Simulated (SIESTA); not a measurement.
## SnO under changes of volume

One of the cells (17.769 Å³/atom); the others are scaled copies at fixed shape and fractional positions:

```
Sn O
1.0
     3.81370    0.00000    0.00000
     0.00000    3.81370    0.00000
     0.00000    0.00000    4.88691
Sn O
2 2
Direct
  0.50000 0.00000 0.76463
  0.00000 0.50000 0.23537
  0.00000 0.00000 0.00000
  0.50000 0.50000 0.00000
```

The cell is a database's computed one.

* Program: SIESTA 5.4.2
* Functional: PBEsol
* Potentials or basis: PseudoDojo 0.4 standard (PBEsol files)
* Basis: DZP (energy shift 0.003 Ry; two zetas on semicore shells)
* Grid cutoff: 800 Ry
* Energy shift: 0.003 Ry
* k mesh: 7 × 7 × 6
* Occupations: fermi-dirac, width 0.05 eV
* Spin: no spin polarisation

```tsv
volume (Å³/atom)	energy over the lowest point (meV/atom)	pressure (GPa)	gap on the mesh (eV)	largest force (eV/Å)
16.703	43.27	9.9	0.13	1.704
17.058	24.29	7.2	0.21	1.311
17.414	11.15	4.7	0.29	0.959
17.769	3.27	2.5	0.36	0.641
18.125	0.00	0.5	0.42	0.333
18.480	1.06	-1.4	0.48	0.052
18.835	?	?	?	?
```

Task: What does the run at 18.835 Å³/atom give?

Result: Energy over the lowest point 5.92 meV/atom; pressure -2.9 GPa; gap on the mesh 0.54 eV; largest force 0.206 eV/Å.

Worked out: A Birch-Murnaghan fit of order 3 (a polynomial in V^(-2/3)) to the other rows has its minimum at 18.21 Å³/atom with B0 = V·E''(V) = 95 GPa and B' = 4.5 at fixed shape and positions, which overstates the stiffness. It gives 5.86 meV/atom at 18.835 Å³/atom, against the run's 5.92, and -dE/dV = -3.0 GPa, against -2.9. A straight line through the other rows of the gap, of slope 3.46 eV per unit of ln V, extrapolates to 0.55 eV, against the run's 0.54.

Energies are extrapolated to zero smearing.

Caveats: spin-orbit coupling is left out, which moves the levels of the heavy elements; an odd mesh through Γ misses points on the zone boundary, where band edges often lie; the basis of atomic orbitals isn't converged, which shifts pressures, moduli and gaps; forces of over 1 eV/Å show positions far from the minimum, so gaps and moduli don't describe the material at rest (some runs).
